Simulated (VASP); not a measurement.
**Si: relaxation of cell and atoms with PBE**

Crystal: Si.

```
Si
1.0
     0.00000    2.73430    2.73430
     2.73430    0.00000    2.73430
     2.73430    2.73430    0.00000
Si
2
Direct
  0.75000 0.75000 0.75000
  0.50000 0.50000 0.50000
```

```json
{
 "Program": "VASP 6.6.1",
 "Task": "relaxation of cell and atoms",
 "Functional": "PBE",
 "Potentials or basis": "VASP PAW PBE potentials, release 64 (Si)",
 "Cutoff": "600 eV",
 "k mesh": "10 × 10 × 10",
 "Occupations": "gaussian, width 0.03 eV",
 "Spin": "no spin polarisation",
 "Further INCAR settings": "ALGO = Normal; EDIFF = 1e-07; IBRION = 2; EDIFFG = -0.005; NSW = 90; ISIF = 3"
}
```

```yaml
Pressure_after_relaxing: 0.0 GPa
Band_gap_on_the_k_mesh: 0.62 eV, indirect (least direct gap 2.56 eV)
```

Final structure:
```xyz
2
Lattice="0.0000 2.7343 2.7343 2.7343 0.0000 2.7343 2.7343 2.7343 0.0000" Properties=species:S:1:pos:R:3 pbc="T T T"
Si    4.1014    4.1014    4.1014
Si    2.7343    2.7343    2.7343
```

Levels at points of the mesh, in eV from the valence-band top:
```
           k point  band 1  band 2  band 3  band 4  band 5  band 6  band 7  band 8
(0.00, 0.00, 0.00)  -11.82    0.00    0.00    0.00    2.56    2.56    2.56    3.13
(0.50, 0.00, 0.00)   -9.54   -6.87   -1.18   -1.18    1.47    3.35    3.35    7.70
(0.50, 0.50, 0.00)   -7.75   -7.75   -2.79   -2.79    0.75    0.75    9.94    9.94
```

It took 12 s on 1 thread of Intel(R) Xeon(R) Platinum 8488C (Sapphire Rapids), with other jobs on the host, peak memory 0.17 GiB.

Caveat: the relaxation stopped at its first step, so nothing moved. PBE gaps usually lie below the measured ones, often by a third to a half.
